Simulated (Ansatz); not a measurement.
## What a change of settings does: F (bcc type)

First run: DFT, PBE, norm-conserving pseudopotentials, Ansatz's default files, scalar-relativistic (Ansatz 0.2.0).

Command: `ansatz run input.yaml --threads 1 --pin off --max-ram 2048MiB --backend cpu --events-out ev --progress --plain --runs-dir out` It took 2.7 s on 1 thread of Arm Neoverse V1 (shared host), peak memory 0.23 GiB.

```yaml
crystal:
  lattice:
    - [-1.0294772991, 1.0294772991, 1.0294772991]
    - [1.0294772991, -1.0294772991, 1.0294772991]
    - [1.0294772991, 1.0294772991, -1.0294772991]
  atoms:
    - { symbol: F, position: [0.0, 0.0, 0.0] }
kpoints:
  mp_grid: { grid: [18, 18, 18] }
scf:
  occupations: { method: fermi_dirac, width: 0.08 }
hamiltonian:
  xc: pbe
  pseudopotentials: { kind: nc }
output:
  forces: true
  stress: true
  eigenvalues: true
```

The cell comes from a relaxation on PAW files under the same functional, begun from a prototype that needn't be the stable phase.

This run: volume at 0.43 of the series' base cell.

It converges in 6 SCF iterations at a pressure of 380.3 GPa, cutoff 1320 eV.

The input is then changed:

```diff
   atoms:
-    - { symbol: F, position: [0.0, 0.0, 0.0] }
+    - { symbol: F, position: [0.0, 0.0, 0.0], spin: 0.2 }
 kpoints:
   occupations: { method: fermi_dirac, width: 0.08 }
+  initial_density: { chi_scale: 0.0 }
 hamiltonian:
   eigenvalues: true
+magnetization:
+  spin_polarized: true
```

Problem. What does the second run give?

Solution. It converges in 14 SCF iterations at a pressure of 383.9 GPa, cell moment 0.45 μB, cutoff 1320 eV. More than one line changes, and not each need have an effect.
